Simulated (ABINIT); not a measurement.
# Ge (P6_3/mmc) in ABINIT: notebook

Runs on Ge. Level: PBE. Tasks: single point.

All numbers are computed with ABINIT 10.8.3 (patched build); they aren't measurements. Logs are shortened: lines on timing, memory, paths and dates and some standing lists are left out, and cuts for length are marked. The log counts tension as positive stress, the text compression.

**1. The structure**

Symmetry: P6_3/mmc, No. 194, hexagonal system. The conventional cell has a = 3.998 Å, b = 3.998 Å, c = 6.599 Å, α = 90.00°, β = 90.00°, γ = 120.00°. Ge (site symmetry 3m) is surrounded by 4 Ge at 2.45 to 2.47 Å.

This isn't the form of Ge at room conditions, which is diamond.

**2. Single point, PBE**

Input file run.abi:

```
# Pseudopotentials
pp_dirpath "./"
pseudos "Ge.upf"

# Structure
acell 3*1.0 Angstrom
rprim
     3.9975858431     0.0000000000     0.0000000000
    -1.9987929216     3.4620108940     0.0000000000
     0.0000000000     0.0000000000     6.5993779500
ntypat 1
znucl 32
natom 4
typat 1 1 1 1
xred
     0.3333333333     0.6666666667     0.9370987500
     0.6666666667     0.3333333333     0.4370987500
     0.3333333333     0.6666666667     0.5629012500
     0.6666666667     0.3333333333     0.0629012500

# Plane-wave basis
ecut 40.0

# k points
kptopt 1
ngkpt 8 8 4
nshiftk 1
shiftk 0.0 0.0 0.0

# Exchange and correlation
ixc 11

# Bands and occupations
nband 34
occopt 3
tsmear 0.05 eV

# SCF cycle
nstep 100
tolvrs 1.0e-10

# Output
iomode 3
prtwf 0
prteig 0
prtebands 0
enunit 2
prtden 1
prtvha 1
prtvclmb 1
prtpot 1
prtelf 1
```

Potentials or basis: PseudoDojo NC SR PBE v0.4.1 standard.

The run is started by

```console
> abinit run.abi > log 2>&1
```

run.abo:

```text
.Version 10.8.3 of ABINIT
 Symmetries : space group P6_3/m m c (#194); Bravais hP (primitive hexag.)
================================================================================
 Values of the parameters that define the memory need of the present run
     intxc =       0    ionmov =       0      iscf =       7    lmnmax =       6
     lnmax =       6     mgfft =      72  mpssoang =       3    mqgrid =    3551
     natom =       4  nloc_mem =       1    nspden =       1   nspinor =       1
    nsppol =       1      nsym =      24    n1xccc =    2501    ntypat =       1
    occopt =       3   xclevel =       2
       mpw =        7462          nfft =      145800          nkpt =          30
================================================================================
================================================================================

--------------------------------------------------------------------------------
------------- Echo of variables that govern the present computation ------------
--------------------------------------------------------------------------------
 -outvars: echo values of preprocessed input variables --------
            acell      1.8897261259E+00  1.8897261259E+00  1.8897261259E+00 Bohr
              amu      7.26100000E+01
             ecut      4.00000000E+01 Hartree
           enunit           2
              ixc          11
         kptrlatt        8    0    0      0    8    0      0    0    4
          kptrlen      4.98840677E+01
            natom           4
            nband          34
            ngfft          45      45      72
             nkpt          30
            nstep         100
             nsym          24
           ntypat           1
           occopt           3
        prtebands           0
           prteig           0
           prtelf           1
           prtpot           1
         prtvclmb           1
           prtvha           1
            prtwf           0
            rprim      3.9975858431E+00  0.0000000000E+00  0.0000000000E+00
                      -1.9987929216E+00  3.4620108940E+00  0.0000000000E+00
                       0.0000000000E+00  0.0000000000E+00  6.5993779500E+00
          spgroup         194
           tolvrs      1.00000000E-10
           tsmear      1.83746611E-03 Hartree
            typat      1  1  1  1
           xangst     -3.3333577440E-11  2.3080072627E+00  6.1842688277E+00
                       1.9987929215E+00  1.1540036313E+00  2.8845798527E+00
                      -3.3333577440E-11  2.3080072627E+00  3.7147980973E+00
                       1.9987929215E+00  1.1540036313E+00  4.1510912228E-01
            xcart     -6.2991332158E-11  4.3615016230E+00  1.1686574373E+01
                       3.7771712041E+00  2.1807508115E+00  5.4510659100E+00
                      -6.2991332158E-11  4.3615016230E+00  7.0199510169E+00
                       3.7771712041E+00  2.1807508115E+00  7.8444255347E-01
             xred      3.3333333333E-01  6.6666666667E-01  9.3709875000E-01
                       6.6666666667E-01  3.3333333333E-01  4.3709875000E-01
                       3.3333333333E-01  6.6666666667E-01  5.6290125000E-01
                       6.6666666667E-01  3.3333333333E-01  6.2901250000E-02
            znucl       32.00000

================================================================================

 chkinp: Checking input parameters for consistency.

================================================================================
== DATASET  1 ==================================================================

--- !DatasetInfo
iteration_state: {dtset: 1, }
dimensions: {natom: 4, nkpt: 30, mband: 34, nsppol: 1, nspinor: 1, nspden: 1, mpw: 7462, }
cutoff_energies: {ecut:  40.0, pawecutdg:  -1.0, }
electrons: {nelect:   5.60000000E+01, charge:   0.00000000E+00, occopt:   3.00000000E+00, tsmear:   1.83746611E-03, }
meta: {optdriver: 0, ionmov: 0, optcell: 0, iscf: 7, paral_kgb: 0, }
...

 Exchange-correlation functional for the present dataset will be:
  GGA: Perdew-Burke-Ernzerhof functional - ixc=11
  J.P.Perdew, K.Burke, M.Ernzerhof, PRL 77, 3865 (1996)

 Real(R)+Recip(G) space primitive vectors, cartesian coordinates (Bohr,Bohr^-1):
 R(1)=  7.5543424  0.0000000  0.0000000  G(1)=  0.1323742  0.0764263  0.0000000
 R(2)= -3.7771712  6.5422524  0.0000000  G(2)=  0.0000000  0.1528526  0.0000000
 R(3)=  0.0000000  0.0000000 12.4710169  G(3)=  0.0000000  0.0000000  0.0801859
 Unit cell volume ucvol=  6.1634777E+02 bohr^3
 Angles (23,13,12)=  9.00000000E+01  9.00000000E+01  1.20000000E+02 degrees

 getcut: wavevector=  0.0000  0.0000  0.0000  ngfft=  45  45  72
         ecut(hartree)=     40.000   => boxcut(ratio)=   2.02785

--- Pseudopotential description ------------------------------------------------
- pspini: atom type   1  psp file is ./Ge.upf
12 -101130 2 -1 1560                          pspcod,pspxc,lmax,lloc,mmax
     nproj     2     2     2

   6.92415076E+03                                ecore*ucvol(ha*bohr**3)
--------------------------------------------------------------------------------

================================================================================

--- !BeginCycle
iteration_state: {dtset: 1, }
solver: {iscf: 7, nstep: 100, nline: 4, wfoptalg: 0, }
tolerances: {tolvrs: 1.00E-10, }
...

     iter   Etot(hartree)      deltaE(h)  residm     vres2
 ETOT  1  -352.44364604054    -3.524E+02 8.782E-01 5.802E+02
 ETOT  2  -357.12689595765    -4.683E+00 3.690E-02 8.228E+02
 ETOT  3  -357.25031041307    -1.234E-01 2.276E-02 1.833E+02
 ETOT  4  -357.25963457786    -9.324E-03 1.336E-03 1.285E+02
 ETOT  5  -357.28089259527    -2.126E-02 1.500E-03 1.227E+00
 ETOT  6  -357.28106690712    -1.743E-04 2.787E-04 1.873E-01
 ETOT  7  -357.28109682651    -2.992E-05 2.406E-04 2.609E-03
 ETOT  8  -357.28109725066    -4.241E-07 3.150E-04 3.974E-05
 ETOT  9  -357.28109725681    -6.152E-09 1.898E-04 3.645E-06
 ETOT 10  -357.28109725741    -5.989E-10 1.683E-04 7.553E-09
 ETOT 11  -357.28109725741     1.876E-12 1.083E-04 3.235E-10
 ETOT 12  -357.28109725741     2.728E-12 9.323E-05 6.417E-12

 At SCF step   12       vres2   =  6.42E-12 < tolvrs=  1.00E-10 =>converged.

 Compute ELF
--------------------------------------------------------------------------------

 Compute kinetic energy density

 Compute gradient of the electron density
 Electron Localization Function (ELF) [min:0;max:1]
)     Maximum=    7.8143E-01  at reduced coord.    0.3333    0.6667    0.7500
)     Minimum=    1.6894E-08  at reduced coord.    0.6667    0.3333    0.0694
   Integrated=    1.8632E+02

--------------------------------------------------------------------------------
 End of ELF section

 Cartesian components of stress tensor (hartree/bohr^3)
  sigma(1 1)= -1.07060117E-04  sigma(3 2)=  0.00000000E+00
  sigma(2 2)= -1.07060118E-04  sigma(3 1)=  0.00000000E+00
  sigma(3 3)= -9.77857742E-05  sigma(2 1)=  2.61700051E-13

--- !ResultsGS
iteration_state: {dtset: 1, }
comment   : Summary of ground state results
lattice_vectors:
- [  7.5543424,   0.0000000,   0.0000000, ]
- [ -3.7771712,   6.5422524,   0.0000000, ]
- [  0.0000000,   0.0000000,  12.4710169, ]
lattice_lengths: [   7.55434,    7.55434,   12.47102, ]
lattice_angles: [ 90.000,  90.000, 120.000, ] # degrees, (23, 13, 12)
lattice_volume:   6.1634777E+02
convergence: {deltae:  2.728E-12, res2:  6.417E-12, residm:  9.323E-05, diffor: null, }
etotal    :  -3.57281097E+02
entropy   :   0.00000000E+00
fermie    :   1.48934098E-01
cartesian_stress_tensor: # hartree/bohr^3
- [ -1.07060117E-04,   2.61700051E-13,   0.00000000E+00, ]
- [  2.61700051E-13,  -1.07060118E-04,   0.00000000E+00, ]
- [  0.00000000E+00,   0.00000000E+00,  -9.77857742E-05, ]
pressure_GPa:   3.0589E+00
xred      :
- [  3.3333E-01,   6.6667E-01,   9.3710E-01, Ge]
- [  6.6667E-01,   3.3333E-01,   4.3710E-01, Ge]
- [  3.3333E-01,   6.6667E-01,   5.6290E-01, Ge]
- [  6.6667E-01,   3.3333E-01,   6.2901E-02, Ge]
cartesian_forces: # hartree/bohr
- [ -2.13862047E-28,  -7.81997634E-28,  -2.96485066E-04, ]
- [  7.12873491E-29,   1.68746858E-27,  -2.96485066E-04, ]
- [  7.12873491E-29,  -9.46628715E-28,   2.96485066E-04, ]
- [  7.12873491E-29,   4.11577702E-29,   2.96485066E-04, ]
force_length_stats: {min:   2.96485066E-04, max:   2.96485066E-04, mean:   2.96485066E-04, }
...

 Integrated electronic density in atomic spheres:
 ------------------------------------------------
 Atom  Sphere_radius  Integrated_density
    1        2.00000         11.55857826
    2        2.00000         11.55857826
    3        2.00000         11.55857826
    4        2.00000         11.55857826
================================================================================

 ----iterations are completed or convergence reached----

 Mean square residual over all n,k,spin=   96.137E-09; max=  93.232E-06
 reduced coordinates (array xred) for    4 atoms
       0.333333333333      0.666666666667      0.937098750000
       0.666666666667      0.333333333333      0.437098750000
       0.333333333333      0.666666666667      0.562901250000
       0.666666666667      0.333333333333      0.062901250000
 rms dE/dt=  2.1347E-03; max dE/dt=  3.6975E-03; dE/dt below (all hartree)
    1       0.000000000000      0.000000000000      0.003697470279
    2       0.000000000000     -0.000000000000      0.003697470279
    3       0.000000000000      0.000000000000     -0.003697470279
    4       0.000000000000      0.000000000000     -0.003697470279

 cartesian coordinates (angstrom) at end:
    1     -0.00000000003333     2.30800726266667     6.18426882772256
    2      1.99879292153333     1.15400363133333     2.88457985272256
    3     -0.00000000003333     2.30800726266667     3.71479809727744
    4      1.99879292153333     1.15400363133333     0.41510912227744

 cartesian forces (hartree/bohr) at end:
    1     -0.00000000000000    -0.00000000000000    -0.00029648506616
    2      0.00000000000000     0.00000000000000    -0.00029648506616
    3      0.00000000000000    -0.00000000000000     0.00029648506616
    4      0.00000000000000     0.00000000000000     0.00029648506616
 frms,max,avg= 1.7117573E-04 2.9648507E-04   0.000E+00  0.000E+00  0.000E+00 h/b

 cartesian forces (eV/Angstrom) at end:
    1     -0.00000000000000    -0.00000000000000    -0.01524587508797
    2      0.00000000000000     0.00000000000000    -0.01524587508797
    3      0.00000000000000    -0.00000000000000     0.01524587508797
    4      0.00000000000000     0.00000000000000     0.01524587508797
 frms,max,avg= 8.8022101E-03 1.5245875E-02   0.000E+00  0.000E+00  0.000E+00 e/A
 length scales=  1.889726125908  1.889726125908  1.889726125908 bohr
              =  1.000000000000  1.000000000000  1.000000000000 angstroms
 Fermi (or HOMO) energy (hartree) =   0.14893   Average Vxc (hartree)=  -0.36750
 Eigenvalues (hartree) for nkpt=  30  k points:
 kpt#   1, nband= 34, wtk=  0.00391, kpt=  0.0000  0.0000  0.0000 (reduced coord)
  -0.76863   -0.76863   -0.76724   -0.76723   -0.76723   -0.76677   -0.76634   -0.76634
  -0.76444   -0.76444   -0.75991   -0.75991   -0.75939   -0.75883   -0.75866   -0.75866
  -0.75804   -0.75804   -0.75693   -0.75693   -0.32142   -0.24657   -0.13153    0.09366
   0.09366    0.14214    0.14507    0.14770    0.15231    0.15231    0.23127    0.23127
   0.24911    0.31516
      occupation numbers for kpt#   1
   2.00000    2.00000    2.00000    2.00000    2.00000    2.00000    2.00000    2.00000
   2.00000    2.00000    2.00000    2.00000    2.00000    2.00000    2.00000    2.00000
   2.00000    2.00000    2.00000    2.00000    2.00000    2.00000    2.00000    2.00000
   2.00000    1.95165    1.78244    1.32335    0.27415    0.27415    0.00000    0.00000
   0.00000    0.00000
 prteigrs : prtvol=0 or 1, do not print more k-points.

 Fermi (or HOMO) energy (eV) =   4.05270   Average Vxc (eV)= -10.00012
 Eigenvalues (   eV  ) for nkpt=  30  k points:
 kpt#   1, nband= 34, wtk=  0.00391, kpt=  0.0000  0.0000  0.0000 (reduced coord)
 -20.91543  -20.91543  -20.87770  -20.87740  -20.87740  -20.86488  -20.85324  -20.85324
 -20.80138  -20.80138  -20.67809  -20.67809  -20.66419  -20.64884  -20.64422  -20.64422
 -20.62745  -20.62745  -20.59707  -20.59707   -8.74630   -6.70948   -3.57915    2.54860
   2.54860    3.86780    3.94754    4.01916    4.14469    4.14469    6.29305    6.29305
   6.77873    8.57600
 prteigrs : prtvol=0 or 1, do not print more k-points.

--- !EnergyTerms
iteration_state     : {dtset: 1, }
comment             : Components of total free energy in Hartree
kinetic             :  2.68157372740145E+02
hartree             :  1.11316889800159E+02
xc                  : -8.73110279084752E+01
Ewald energy        : -1.96672286967369E+02
psp_core            :  1.12341620258270E+01
local_psp           : -2.75549317418171E+02
non_local_psp       : -1.88456844890718E+02
internal            : -3.57281052618604E+02
'-kT*entropy'       : -4.46388018658683E-05
total_energy        : -3.57281097257405E+02
total_energy_eV     : -9.72211393585916E+03
band_energy         : -3.14677296537126E+01
...

 Cartesian components of stress tensor (hartree/bohr^3)
  sigma(1 1)= -1.07060117E-04  sigma(3 2)=  0.00000000E+00
  sigma(2 2)= -1.07060118E-04  sigma(3 1)=  0.00000000E+00
  sigma(3 3)= -9.77857742E-05  sigma(2 1)=  2.61700051E-13

-Cartesian components of stress tensor (GPa)         [Pressure=  3.0589E+00 GPa]
- sigma(1 1)= -3.14981738E+00  sigma(3 2)=  0.00000000E+00
- sigma(2 2)= -3.14981741E+00  sigma(3 1)=  0.00000000E+00
- sigma(3 3)= -2.87695680E+00  sigma(2 1)=  7.69948133E-09

== END DATASET(S) ==============================================================
================================================================================

 -outvars: echo values of variables after computation  --------
            acell      1.8897261259E+00  1.8897261259E+00  1.8897261259E+00 Bohr
           etotal     -3.5728109726E+02
            fcart     -2.1386204736E-28 -7.8199763387E-28 -2.9648506616E-04
                       7.1287349120E-29  1.6874685783E-27 -2.9648506616E-04
                       7.1287349120E-29 -9.4662871468E-28  2.9648506616E-04
                       7.1287349120E-29  4.1157770205E-29  2.9648506616E-04
            rprim      3.9975858431E+00  0.0000000000E+00  0.0000000000E+00
                      -1.9987929216E+00  3.4620108940E+00  0.0000000000E+00
                       0.0000000000E+00  0.0000000000E+00  6.5993779500E+00
           strten     -1.0706011685E-04 -1.0706011754E-04 -9.7785774180E-05
                       0.0000000000E+00  0.0000000000E+00  2.6170005134E-13
           xangst     -3.3333577440E-11  2.3080072627E+00  6.1842688277E+00
                       1.9987929215E+00  1.1540036313E+00  2.8845798527E+00
                      -3.3333577440E-11  2.3080072627E+00  3.7147980973E+00
                       1.9987929215E+00  1.1540036313E+00  4.1510912228E-01
             xred      3.3333333333E-01  6.6666666667E-01  9.3709875000E-01
                       6.6666666667E-01  3.3333333333E-01  4.3709875000E-01
                       3.3333333333E-01  6.6666666667E-01  5.6290125000E-01
                       6.6666666667E-01  3.3333333333E-01  6.2901250000E-02
 Calculation completed.
```

Wall time 4.3 min (1 thread of Arm Neoverse V2, shared host); peak memory 0.2 GiB.

Results:

```yaml
Free_energy: -9722.1139 eV
Pressure: 3.1 GPa
Largest_force: 0.015 eV/Å
Band_gap_on_the_k_mesh: 0.13 eV, direct
Valence_electrons_inside_the_program's_atomic_spheres: Ge 11.56 (radii [1.0584] Å)
```

Forces in eV/Å, atoms in the order of the input:
```
Ge   0.000  0.000 -0.015
Ge   0.000  0.000 -0.015
Ge   0.000  0.000  0.015
Ge   0.000  0.000  0.015
```

Stress tensor (GPa, compression positive):
```
3.15 0.00 0.00
0.00 3.15 0.00
0.00 0.00 2.88
```

**3. Single point, PBE**

Edit run.abi of step 2 so:

```diff
@@ -21,3 +21,3 @@
 # Plane-wave basis
-ecut 40.0
+ecut 39.0
```

Potentials or basis: PseudoDojo NC SR PBE v0.5 standard.

The run is started by

```console
> abinit run.abi > log 2>&1
```

Wall time 4.3 min (1 thread of Arm Neoverse V2, shared host); peak memory 0.2 GiB.

Results (log left out):

| Property | Result |
| --- | --- |
| Free energy | -9722.1136 eV |
| Pressure | 3.0 GPa |
| Largest force | 0.015 eV/Å |
| Band gap on the k mesh | 0.13 eV, direct |
| Valence electrons inside the program's atomic spheres | Ge 11.56 (radii [1.0584] Å) |

Forces in eV/Å, atoms in the order of the input:
```
Ge   0.000  0.000 -0.015
Ge   0.000  0.000 -0.015
Ge   0.000  0.000  0.015
Ge   0.000  0.000  0.015
```

Stress tensor (GPa, compression positive):
```
3.12 0.00 0.00
0.00 3.12 0.00
0.00 0.00 2.85
```

Levels at points of the mesh, in eV from the valence-band top:
```csv
k point,band 24,band 25,band 26,band 27,band 28,band 29,band 30,band 31,band 32,band 33
"(0.00, 0.00, 0.00)",-1.47,-1.47,-0.15,-0.07,0.00,0.13,0.13,2.27,2.27,2.76
"(0.50, 0.00, 0.00)",-6.74,-4.56,-3.05,-2.80,-1.44,0.55,1.66,3.58,3.71,4.33
"(0.00, 0.00, 0.50)",-4.80,-0.85,-0.85,-0.85,-0.85,0.70,0.70,3.38,3.38,3.38
"(0.50, 0.00, 0.50)",-7.86,-2.54,-2.54,-2.40,-2.40,0.54,0.54,2.13,2.13,6.11
```

A k mesh can miss the band edges.

**4. Single point, PBE**

Edit run.abi of step 3 so:

```diff
@@ -2,3 +2,3 @@
 pp_dirpath "./"
-pseudos "Ge.upf"
+pseudos "Ge_ONCV_PBE-1.2.upf"
 
@@ -21,3 +21,3 @@
 # Plane-wave basis
-ecut 39.0
+ecut 22.0
```

Potentials or basis: SG15 NC PBE v1.2.

The run is started by

```console
> abinit run.abi > log 2>&1
```

Run time: 85 s. Hardware: 1 thread of Arm Neoverse V2, shared host; peak memory 0.11 GiB.

The run converged. Its results:

```
Free energy                                           : -7704.8274 eV
Pressure                                              : 3.2 GPa
Largest force                                         : 0.037 eV/Å
Band gap on the k mesh                                : 0.11 eV, direct
Valence electrons inside the program's atomic spheres : Ge 11.52 (radii [1.0584] Å)
```

Forces on the atoms (eV/Å):
```
Ge   0.000  0.000 -0.037
Ge   0.000  0.000 -0.037
Ge   0.000  0.000  0.037
Ge   0.000  0.000  0.037
```

Stress tensor (GPa, compression positive):
```
3.25 0.00 0.00
0.00 3.25 0.00
0.00 0.00 3.05
```

Levels at points of the mesh, in eV from the valence-band top:
```csv
k point,band 25,band 26,band 27,band 28,band 29,band 30,band 31,band 32
"(0.00, 0.00, 0.00)",-1.48,-0.17,-0.08,0.00,0.11,0.11,2.27,2.27
"(0.50, 0.00, 0.00)",-4.58,-3.07,-2.81,-1.45,0.54,1.66,3.57,3.71
"(0.00, 0.00, 0.50)",-0.86,-0.86,-0.86,-0.86,0.69,0.69,3.37,3.37
"(0.50, 0.00, 0.50)",-2.55,-2.55,-2.41,-2.41,0.54,0.54,2.12,2.12
```

[end of part 1 of 2]
